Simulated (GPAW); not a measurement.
Write an ASE script for GPAW 26.7.0 that does the following.

```
Task                : single point
Functional          : PBE
Potentials or basis : GPAW PAW data sets (gpaw-data 1.2.1)
Cutoff              : 600 eV
Basis               : pw
k mesh              : 12 × 12 × 12
Occupations         : gaussian, width 0.017 eV
Spin                : no spin polarisation
Maxiter             : 150
```

The structure of Mo lies in POSCAR:

```
Mo
1.0
   -1.5838089719      1.5838089719      1.5838089719
    1.5838089719     -1.5838089719      1.5838089719
    1.5838089719      1.5838089719     -1.5838089719
Mo
1
Direct
    0.0000000000      0.0000000000      0.0000000000
```

These files were run (other wordings do the same):

run.py

```python
from ase.dft.bandgap import bandgap
from ase.io import read, write
from ase.units import Bohr, GPa
from gpaw import GPAW, PW
from gpaw.elf import elf_from_dft_calculation

atoms = read('POSCAR')

calc = GPAW(mode=PW(600),
            xc='PBE',
            kpts={'size': (12, 12, 12), 'gamma': True},
            occupations={'name': 'methfessel-paxton', 'order': 0, 'width': 0.017},
            nbands=16,
            convergence={'density': 1e-05, 'energy': 1e-05},
            maxiter=150,
            txt='gpaw.txt')
atoms.calc = calc
energy = atoms.get_potential_energy()
forces = atoms.get_forces()
stress = atoms.get_stress()
calc.write('gs.gpw')
write('result.traj', atoms)
print(f'Energy: {energy:.6f} eV')
print('Forces (eV/A):')
print(forces.round(4))
print('Stress (GPa):', (stress / GPa).round(3))
print('Fermi level:', round(calc.get_fermi_level(), 4), 'eV')
print(f'Gap: {bandgap(calc)[0]:.4f} eV, direct: {bandgap(calc, direct=True)[0]:.4f} eV')

# fields on the real-space grid
write('density.cube', atoms, data=calc.get_pseudo_density() * Bohr**3)
write('potential.cube', atoms, data=calc.get_electrostatic_potential())
write('elf.cube', atoms, data=elf_from_dft_calculation(calc).data)
```

Potentials or basis: GPAW PAW data sets (gpaw-data 1.2.1), pw.

Command:

```bash
$ OMP_NUM_THREADS=1 python run.py
```

It gave:

```yaml
Pressure: -2.3 GPa
Band_gap_on_the_k_mesh: none (metal or under the smearing width)
```

It took 7.9 s on 1 thread of Intel(R) Xeon(R) Platinum 8488C (Sapphire Rapids) (shared host), peak memory 0.14 GiB.
